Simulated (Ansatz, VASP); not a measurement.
**Two plane-wave programs on AgCl**

```
CELL_PARAMETERS angstrom
0.00000 2.77266 2.77266
2.77266 0.00000 2.77266
2.77266 2.77266 0.00000
ATOMIC_POSITIONS crystal
Ag 0.00000 0.00000 0.00000
Cl 0.50000 0.50000 0.50000
```

Alike in both runs: task single point; functional PBE; k mesh 4 × 4 × 4; occupations gaussian, width 0.1 eV; no spin polarisation.

|  | VASP | Ansatz |
| --- | --- | --- |
| version | VASP 6.6.1 | Ansatz 0.2.0 |
| potentials or method | VASP PAW PBE potentials, release 64 (Ag, Cl) | scalar-relativistic, plane waves, PAW |
| plane-wave cutoff (eV) | 520 | 420 |
| valence electrons in the cell | 18 | 26 |

|  | VASP | Ansatz | Ansatz less VASP |
| --- | --- | --- | --- |
| gap on the k mesh at the Fermi level (eV) | 0.91 | 0.91 | +0.003 |
| least direct gap on the mesh (eV) | 3.23 | 3.22 | -0.002 |
| pressure (GPa) | 1.7 | 1.8 | +0.14 |

The functional is the same, so the differences come from potentials, cutoffs and numerics. The two sets of potentials don't hold the same shells in valence. Ansatz warned: «force_scf_threshold_loose».

Caveats: the k mesh is coarse (spacing up to 0.49 Å⁻¹), so the values aren't converged. A k mesh can miss the band edges. Expect the measured gap to be larger: semilocal functionals such as PBE lack the derivative discontinuity.
